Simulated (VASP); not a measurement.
# CuI (Marshite) (F-43m) in VASP: a series of runs

The runs below take CuI (Marshite) through relaxation of cell and atoms, with LDA, PBE+D3(BJ).

Program: VASP 6.6.1. These are calculated values, not measurements. Logs are shortened: lines on timing, memory, paths and dates and some standing lists are left out, and cuts for length are marked.

### 1 The crystal as given

It takes space group F-43m (No. 216, cubic). Conventional cell: a = 6.063 Å, b = 6.063 Å, c = 6.063 Å, α = 90.00°, β = 90.00°, γ = 90.00°. Around Cu (site symmetry -43m) lie 4 I at 2.63 Å. I (site symmetry -43m) has 4 Cu at 2.63 Å as nearest neighbours.

### 2 Relaxation of cell and atoms, LDA, target pressure 0.63 GPa, at which the enthalpy is minimised

The input, INCAR:

```
SYSTEM = CuI
PREC = Accurate
ENCUT = 600
EDIFF = 1E-6
ISMEAR = 0
SIGMA = 0.03
LREAL = .False.
LASPH = .True.
NELM = 80
ALGO = Normal
ISIF = 3
LWAVE = .False.
LCHARG = .False.
GGA = CA
IBRION = 2
NSW = 90
EDIFFG = -0.01
PSTRESS = 6.3
```

The input, KPOINTS:

```
Automatic mesh
0
Gamma
  8 8 8
  0 0 0
```

The input, POSCAR:

```
CuI
1.0
    0.0000000000      3.0315000000      3.0315000000
    3.0315000000      0.0000000000      3.0315000000
    3.0315000000      3.0315000000      0.0000000000
Cu I
1 1
Direct
    0.2500000000      0.2500000000      0.2500000000
    0.0000000000      0.0000000000      0.0000000000
```

Potentials or basis: VASP PAW LDA potentials, release 64 (Cu, I).

The run is started by

```sh
$ cat potpaw_LDA.64/Cu/POTCAR potpaw_LDA.64/I/POTCAR > POTCAR
$ mpirun -np 1 vasp_std > vasp.out
```

OUTCAR:

```text
SYSTEM = CuI
   PREC = Accurate
   ENCUT = 600
   EDIFF = 1E-6
   ISMEAR = 0
   LREAL = .False.
   LASPH = .True.
   NELM = 80
   ISIF = 3
   GGA = CA
   IBRION = 2
   NSW = 90
   EDIFFG = -0.01
   PSTRESS = 6.3

 ion  position               nearest neighbor table
   1  0.250  0.250  0.250-   2 2.63   2 2.63   2 2.63   2 2.63
   2  0.000  0.000  0.000-   1 2.63   1 2.63   1 2.63   1 2.63

  LATTYP: Found a face centered cubic cell.
 ALAT       =     6.0630000000

  Lattice vectors:

 A1 = (   0.0000000000,   3.0315000000,   3.0315000000)
 A2 = (   3.0315000000,   0.0000000000,   3.0315000000)
 A3 = (   3.0315000000,   3.0315000000,   0.0000000000)

Analysis of symmetry for initial positions (statically):
=====================================================================
 Subroutine PRICEL returns:
 Original cell was already a primitive cell.

 Routine SETGRP: Setting up the symmetry group for a
 face centered cubic supercell.

 Subroutine GETGRP returns: Found 24 space group operations
 (whereof 24 operations were pure point group operations)
 out of a pool of 48 trial point group operations.

The static configuration has the point symmetry T_d .

Analysis of symmetry for dynamics (positions and initial velocities):
=====================================================================
 Subroutine PRICEL returns:
 Original cell was already a primitive cell.

 Routine SETGRP: Setting up the symmetry group for a
 face centered cubic supercell.

 Subroutine GETGRP returns: Found 24 space group operations
 (whereof 24 operations were pure point group operations)
 out of a pool of 48 trial point group operations.

The dynamic configuration has the point symmetry T_d .

 Subroutine INISYM returns: Found 24 space group operations
 (whereof 24 operations are pure point group operations),
 and found     1 'primitive' translations

----------------------------------------------------------------------------------------

                                     Primitive cell

  volume of cell :      55.7189

  direct lattice vectors                    reciprocal lattice vectors
     0.000000000  3.031500000  3.031500000    -0.164934851  0.164934851  0.164934851
     3.031500000  0.000000000  3.031500000     0.164934851 -0.164934851  0.164934851
     3.031500000  3.031500000  0.000000000     0.164934851  0.164934851 -0.164934851

  length of vectors
     4.287188414  4.287188414  4.287188414     0.285675541  0.285675541  0.285675541

  position of ions in fractional coordinates (direct lattice)
     0.250000000  0.250000000  0.250000000
     0.000000000  0.000000000  0.000000000

  ion indices of the primitive-cell ions
   primitive index   ion index
                 1           1
                 2           2

----------------------------------------------------------------------------------------

 KPOINTS: Automatic mesh

Automatic generation of k-mesh.
 Grid dimensions read from file:
 generate k-points for:    8    8    8

 Generating k-lattice:

  Cartesian coordinates                     Fractional coordinates (reciprocal lattice)
    -0.020616856  0.020616856  0.020616856     0.125000000  0.000000000  0.000000000
     0.020616856 -0.020616856  0.020616856     0.000000000  0.125000000  0.000000000
     0.020616856  0.020616856 -0.020616856     0.000000000  0.000000000  0.125000000

  Length of vectors
     0.035709443  0.035709443  0.035709443

  Shift w.r.t. Gamma in fractional coordinates (k-lattice)
     0.000000000  0.000000000  0.000000000

 Subroutine IBZKPT returns following result:
 ===========================================

 Found     29 irreducible k-points:

 Following reciprocal coordinates:
            Coordinates               Weight
  0.000000  0.000000  0.000000      1.000000
  0.125000  0.000000  0.000000      8.000000
  0.250000  0.000000  0.000000      8.000000
  0.375000  0.000000  0.000000      8.000000
  0.500000  0.000000  0.000000      4.000000
  0.125000  0.125000  0.000000      6.000000
[... 16 lines left out ...]
  0.500000  0.250000  0.125000     48.000000
 -0.375000  0.250000  0.125000     24.000000
 [... further k-points ...]
   k-points           NKPTS =     29   k-points in BZ     NKDIM =     29   number of bands    NBANDS=     13
   number of dos      NEDOS =    301   number of ions     NIONS =      2
   total plane-waves  NPLWV =  46656
   dimension x,y,z NGX =    36 NGY =   36 NGZ =   36
   dimension x,y,z NGXF=    72 NGYF=   72 NGZF=   72
   ions per type =               1   1
   NGX,Y,Z   is equivalent  to a cutoff of  13.96, 13.96, 13.96 a.u.
   NGXF,Y,Z  is equivalent  to a cutoff of  27.92, 27.92, 27.92 a.u.
 SYSTEM =  CuI
   PREC   = accura    normal or accurate (medium, high low for compatibility)
   ISTART =      0    job   : 0-new  1-cont  2-samecut
   ICHARG =      2    charge: 1-file 2-atom 10-const
   ISPIN  =      1    spin polarized calculation?
   LNONCOLLINEAR =      F non collinear calculations
   LSORBIT =      F    spin-orbit coupling
   LASPH  =      T    aspherical Exc in radial PAW
   ENCUT  =  600.0 eV  44.10 Ry    6.64 a.u.   8.56  8.56  8.56*2*pi/ulx,y,z
   NELM   =     80;   NELMIN=  2; NELMDL= -5     # of ELM steps
   EDIFF  = 0.1E-05   stopping-criterion for ELM
   LREAL  =      F    real-space projection
   EDIFFG = -.1E-01   stopping-criterion for IOM
   NSW    =     90    number of steps for IOM
   IBRION =      2    ionic relax: 0-MD 1-quasi-New 2-CG
   NFREE  =      1    steps in history (QN), initial steepest desc. (CG)
   ISIF   =      3    stress and relaxation
   ISYM   =      2    0-nonsym 1-usesym 2-fastsym
   POTIM  = 0.5000    time-step for ionic-motion
   TEBEG  =    0.0;   TEEND  =   0.0 temperature during run
   PSTRESS=    6.3 pullay stress
   NELECT =      18.0000    total number of electrons
   NUPDOWN=      -1.0000    fix difference up-down
   EMIN   =  10.00;   EMAX   =-10.00  energy-range for DOS
   EFERMI =   0.00;   METHOD = LEGACY
   ISMEAR =     0;   SIGMA  =   0.03  broadening in eV -4-tet -1-fermi 0-gaus
   EFERMI_NEDOS =   21; number of points for ismear=-14 and -15
   IALGO  =     38    algorithm
   IMIX   =      4    mixing-type and parameters
     AMIX     =   0.40;   BMIX     =  1.00
     AMIX_MAG =   1.60;   BMIX_MAG =  1.00
  volume/ion in A,a.u.               =      27.86       188.00
  Fermi-wavevector in a.u.,A,eV,Ry     =   1.123306  2.122741 17.168055  1.261816
  Thomas-Fermi vector in A             =   2.259971
   LORBIT       =      0    0 simple, 1 ext, 2 COOP (PROOUT), +10 PAW based schemes
   GGA     = CA    functional components
   LHFCALC =     F    Hartree Fock is set to
   AEXX    =    0.0000 exact exchange contribution
   IVDW    =     0    specifies the selected vdW correction
   LEPSILON=     F    determine dielectric tensor
   LRPA    =     F    only Hartree local field effects (RPA)
 conjugate gradient relaxation of ions
 non-spin polarized calculation
 Gauss-broadening in eV      SIGMA  =   0.03
  energy-cutoff  :      600.00
  volume of cell :       55.72
 maximum number of plane-waves:      1880
 NGX is ok and might be reduce to    36
   NGX = 17   NGY = 17   NGZ = 17

--------------------------------------- Ionic step        1  -------------------------------------------

 number of electron      18.0000006 magnetization

 Free energy of the ion-electron system (eV)
  ---------------------------------------------------
  ext. energy  EPLUGINS =         0.00000000
  ---------------------------------------------------
  free energy    TOTEN  =        -6.91847545 eV

  energy without entropy =       -6.91847545  energy(sigma->0) =       -6.91847545

 E-fermi :   4.2947     XC(G=0):  -9.3092

 val. band max:        4.1643050680   @ k =   0.0000   0.0000   0.0000
 cond. band min:       5.1621109382   @ k =   0.0000   0.0000   0.0000
 fundamental gap:      0.9978058702
 Fermi energy:         4.2946628167

 k-point     1 :       0.0000    0.0000    0.0000
  band No.  band energies     occupation
      1      -9.8155      2.00000
      2       0.5388      2.00000
      3       0.5388      2.00000
      4       0.5388      2.00000
      5       2.2443      2.00000
      6       2.2443      2.00000
      7       4.1643      2.00000
      8       4.1643      2.00000
      9       4.1643      2.00000
     10       5.1621      0.00000
     11       9.0326      0.00000
     12       9.0326      0.00000
     13       9.0326      0.00000

 k-point     2 :       0.1250    0.0000    0.0000
  band No.  band energies     occupation
      1      -9.7429      2.00000
      2       0.2465      2.00000
      3       0.5459      2.00000
      4       0.5459      2.00000
      5       2.2381      2.00000
      6       2.2381      2.00000
      7       3.5040      2.00000
      8       4.0459      2.00000
      9       4.0459      2.00000
     10       5.8902      0.00000
     11       8.9078      0.00000
[... 421 lines left out ...]
  FREE ENERGIE OF THE ION-ELECTRON SYSTEM (eV)
  ---------------------------------------------------
  free  energy   TOTEN  =        -6.9920818188 eV

  energy  without entropy=       -6.9920818188  energy(sigma->0) =       -6.99208182

  enthalpy is  TOTEN    =        -6.7982872280 eV   P V=        0.1937945908

--------------------------------------- Ionic step        3  -------------------------------------------

 number of electron      18.0000006 magnetization

 Free energy of the ion-electron system (eV)
  ---------------------------------------------------
  ext. energy  EPLUGINS =         0.00000000
  ---------------------------------------------------
  free energy    TOTEN  =        -6.99600217 eV

  energy without entropy =       -6.99600217  energy(sigma->0) =       -6.99600217

 E-fermi :   5.5849     XC(G=0):  -9.8070

 val. band max:        5.4552411009   @ k =   0.0000   0.0000   0.0000
 cond. band min:       6.7690342158   @ k =   0.0000   0.0000   0.0000
 fundamental gap:      1.3137931149
 Fermi energy:         5.5849005168

 k-point     1 :       0.0000    0.0000    0.0000
  band No.  band energies     occupation
      1      -9.1648      2.00000
      2       1.2726      2.00000
      3       1.2726      2.00000
      4       1.2726      2.00000
      5       3.0290      2.00000
      6       3.0290      2.00000
      7       5.4552      2.00000
      8       5.4552      2.00000
      9       5.4552      2.00000
     10       6.7690      0.00000
     11      10.1935      0.00000
     12      10.1935      0.00000
     13      10.1935      0.00000

 k-point     2 :       0.1250    0.0000    0.0000
  band No.  band energies     occupation
      1      -9.0714      2.00000
      2       0.9801      2.00000
      3       1.2847      2.00000
      4       1.2847      2.00000
      5       3.0209      2.00000
      6       3.0209      2.00000
      7       4.6574      2.00000
      8       5.3013      2.00000
      9       5.3013      2.00000
     10       7.5093      0.00000
     11      10.1605      0.00000
[... 376 lines left out ...]
 POSITION                                       TOTAL-FORCE (eV/Angst)
 -----------------------------------------------------------------------------------
      1.46104      1.46104      1.46104        -0.000000     -0.000000     -0.000000
      0.00000      0.00000      0.00000         0.000000      0.000000      0.000000
 -----------------------------------------------------------------------------------
    total drift:                                0.000000      0.000000      0.000000

  FREE ENERGIE OF THE ION-ELECTRON SYSTEM (eV)
  ---------------------------------------------------
  free  energy   TOTEN  =        -6.9960021698 eV

  energy  without entropy=       -6.9960021698  energy(sigma->0) =       -6.99600217

  enthalpy is  TOTEN    =        -6.7997864375 eV   P V=        0.1962157323

 reached required accuracy - stopping structural energy minimisation
```

Run time: 46 s. Hardware: 1 thread of Intel Xeon Platinum 8488C (Sapphire Rapids), shared host; peak memory 0.19 GiB.

What came out:

```
Free energy                                            : -6.9960 eV
Relaxed volume                                         : 24.95 Å³/atom
Relaxed cell                                           : a = 4.132 Å, b = 4.132 Å, c = 4.132 Å, α = 60.00°, β = 60.00°, γ = 60.00°
Space group after relaxing (to 0.05 Å)                 : F-43m (No. 216)
Energy change on relaxing (the enthalpy is what falls) : -38.8 meV/atom
Ionic steps                                            : 3
Pressure after relaxing                                : 0.7 GPa
Band gap on the k mesh                                 : 1.31 eV, direct
```

Step by step:
```
step  energy change (eV)  largest force (eV/Å)  pressure (GPa)  volume (Å³)
   1              0.0000                0.0000           -4.15        55.72
   2             -0.0736                0.0000            1.46        49.28
   3             -0.0775                0.0000            0.67        49.90
```

Final structure:
```xyz
2
Lattice="0.0000 2.9221 2.9221 2.9221 0.0000 2.9221 2.9221 2.9221 0.0000" Properties=species:S:1:pos:R:3 pbc="T T T"
Cu    1.4610    1.4610    1.4610
I     0.0000    0.0000    0.0000
```

Levels at points of the mesh, in eV from the valence-band top:
| k point | band 7 | band 8 | band 9 | band 10 | band 11 | band 12 |
| --- | --- | --- | --- | --- | --- | --- |
| (0.00, 0.00, 0.00) | 0.00 | 0.00 | 0.00 | 1.31 | 4.74 | 4.74 |
| (0.50, 0.00, 0.00) | -2.34 | -0.91 | -0.91 | 2.16 | 5.32 | 5.32 |
| (0.50, 0.50, 0.00) | -2.33 | -1.97 | -1.97 | 2.39 | 2.76 | 9.85 |

Caveat: the cell is relaxed towards a set pressure, so the enthalpy falls and the energy may rise; spin-orbit coupling is left out, which moves the levels of the heavy elements. LDA usually gives volumes a few per cent too small.

(Continued in part 2 of 2.)
